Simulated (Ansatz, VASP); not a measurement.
**One calculation of SiO2 (Stishovite), two programs**

```
Si O
1.0
     4.18514    0.00000    0.00000
     0.00000    4.18514    0.00000
     0.00000    0.00000    2.66895
Si O
2 4
Direct
  0.00000 0.00000 0.00000
  0.50000 0.50000 0.50000
  0.30610 0.30610 0.00000
  0.19390 0.80610 0.50000
  0.69390 0.69390 0.00000
  0.80610 0.19390 0.50000
```

Alike in both runs: functional r2SCAN; k mesh 6 × 6 × 8; occupations gaussian, width 0.02 eV; no spin polarisation.

Ansatz relaxed the structure, and its values are those at the end. VASP's run is a single point on that final structure, the one shown.

|  | VASP | Ansatz |
| --- | --- | --- |
| version | VASP 6.6.1 | Ansatz 0.2.0 |
| potentials or method | VASP PAW PBE potentials, release 64 (Si, O) | scalar-relativistic, plane waves, PAW |
| plane-wave cutoff (eV) | 520 | 500 |
| valence electrons in the cell | 32 | 32 |

```tsv
	VASP	Ansatz	Ansatz less VASP
gap on the k mesh at the Fermi level (eV)	6.51	6.51	+0.003
least direct gap on the mesh (eV)	6.51	6.51	+0.003
pressure (GPa)	0.4	0.0	-0.41
rms of the force components (eV/Å)	0.010	0.000	-0.0099
```

Caveats: the PAW data sets were made with another functional, which shifts forces and pressure a little (VASP). A k mesh can miss the band edges. r2SCAN opens gaps a little over a GGA but as a rule still falls short of measured ones.
